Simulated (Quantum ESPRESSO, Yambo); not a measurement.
An input for Yambo 5.3.0 (BeTe (F-43m)):

```
HF_and_locXC
gw0
dyson
ppa
em1d
rim_cut
RandQpts= 1000000
RandGvec= 1 RL
EXXRLvcs= 76 Ry
VXCRLvcs= 304 Ry
Chimod= "HARTREE"
% BndsRnXp
 1 | 106 |
%
NGsBlkXp= 9.5 Ry
% LongDrXp
 1 | 1 | 1 |
%
% GbndRnge
 1 | 106 |
%
DysSolver= "n"
ExtendOut
PPAPntXp= 27.21138 eV
% QPkrange
 1 | 8 | 8 | 14 |
%
```

The database entry behind the starting cell differs from later determinations by our own check (an axis about 1.5 % short against later determinations), so it need not match the best structure at ambient conditions.

```sh
OMP_NUM_THREADS=1 mpirun -n 4 yambo -F gw1.in -J gw1 -C gw1 > gw1.log
```

The stored states that it reads are on a 4×4×4 mesh. It takes space group F-43m (No. 216, cubic). Conventional cell: a = 5.540 Å, b = 5.540 Å, c = 5.540 Å, α = 90.00°, β = 90.00°, γ = 90.00°. Nearest to Be lie 4 Te at 2.40 Å. Nearest to Te lie 4 Be at 2.40 Å. Farther neighbours and most contacts between anions are not listed.

Q: Estimate wall time and host memory on 4 MPI ranks of Arm Neoverse V1, shared host.

It took 3 min; on shared hardware allow 90 s to 6 min. Peak host memory was 1.5 GiB.

The screening grows as filled bands × empty bands × pairs of k points, times the square of the screening basis for the matrix.

[Paths, hosts, dates, memory and timing lines, banners, echoed tables and standing remarks are left out of the program output.]

[Logs are printed without paths, hosts, clocks, repeated set-up lines and the standing remarks that a program may print on its own settings, such as how far it seeks lower states.]

[Runs of the session that timed out or met a known fault of the program may be left out.]

[Hosts, paths, dates, database ids (printed as entryN), source tags and the programs' standing remarks are cut or masked in the printed files.]
